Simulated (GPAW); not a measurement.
Crystal: CaSe.

```
Se Ca
1.0
     0.00000    2.95600    2.95600
     2.95600    0.00000    2.95600
     2.95600    2.95600    0.00000
Se Ca
1 1
Direct
  0.50000 0.50000 0.50000
  0.00000 0.00000 0.00000
```

* Program: GPAW 26.7.0
* Task: single point
* Functional: PBE
* Potentials or basis: GPAW PAW data sets (gpaw-data 1.2.1)
* Cutoff: 600 eV
* Basis: pw
* k mesh: 8 × 8 × 8
* Occupations: fermi-dirac, width 0.05 eV
* Spin: no spin polarisation

On this cell: pressure 1.4 GPa; largest force zero by symmetry; band gap on the k mesh 2.05 eV, indirect (least direct gap 2.98 eV).

The same run follows on a disturbed copy (atoms moved at random, drawn with an rms of 0.05 Å):

```
Se Ca
1.0
     0.00000    2.95600    2.95600
     2.95600    0.00000    2.95600
     2.95600    2.95600    0.00000
Se Ca
1 1
Direct
  0.49730 0.48503 0.49987
  0.00519 0.00562 0.99299
```

**Question.** What changes?

**Answer.** The energy moves by +7.0 meV/atom; pressure 1.5 GPa; largest force 0.300 eV/Å; band gap on the k mesh 2.07 eV, indirect (least direct gap 2.99 eV).

Forces on the atoms (eV/Å):
```
Se   0.127  0.009  0.272
Ca  -0.127 -0.009 -0.272
```

Stress tensor (GPa, compression positive):
```
 1.46  0.00 -0.05
 0.00  1.35  0.00
-0.05  0.00  1.83
```

A k mesh can miss the band edges.
